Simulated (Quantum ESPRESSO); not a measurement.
## MnO under changes of volume

One of the cells (10.999 Å³/atom); the others are scaled copies at fixed shape and fractional positions:

```xyz
2
Lattice="0.0000 2.2239 2.2239 2.2239 0.0000 2.2239 2.2239 2.2239 0.0000" Properties=species:S:1:pos:R:3 pbc="T T T"
Mn    0.0000    0.0000    0.0000
O     2.2239    2.2239    2.2239
```

The cell is a database's computed one.

```yaml
Program: Quantum ESPRESSO 7.5
Functional: LDA
Potentials_or_basis: GBRV 1.5 LDA
Cutoff: 612 eV
Density_cutoff: 4898 eV
k_mesh: 10 × 10 × 10
Occupations: fermi-dirac, width 0.05 eV
Spin: collinear spin, ferromagnetic start
Starting_moments: "[4.0, 0.0] μB"
```

| volume (Å³/atom) | energy over the lowest point (meV/atom) | pressure (GPa) | moment (μB per cell) |
| --- | --- | --- | --- |
| 10.339 | 0.00 | -12.3 | 4.36 |
| 10.559 | 17.79 | -13.9 | 4.45 |
| 10.779 | 37.35 | -15.2 | 4.53 |
| 10.999 | 58.74 | -16.6 | 4.60 |
| 11.219 | 81.97 | -17.8 | 4.67 |
| 11.439 | 106.18 | -18.6 | 4.74 |
| 11.659 | ? | ? | ? |

**Question.** What does the run at 11.659 Å³/atom give?

**Answer.** Energy over the lowest point 131.53 meV/atom; pressure -19.8 GPa; moment 4.79 μB per cell.

Worked out: A Birch-Murnaghan fit of order 3 (a polynomial in V^(-2/3)) to the other rows has no minimum within the range. It gives 131.80 meV/atom at 11.659 Å³/atom, against the run's 131.53, and -dE/dV = -19.0 GPa, against -19.8. A parabola through the other rows of the moment, of slope 0.262 μB per Å³/atom there, extrapolates to 4.80 μB, against the run's 4.79.

Energies are extrapolated to zero smearing.

Caveats: a cell with one magnetic atom can't hold antiferromagnetic order, which such compounds often take.
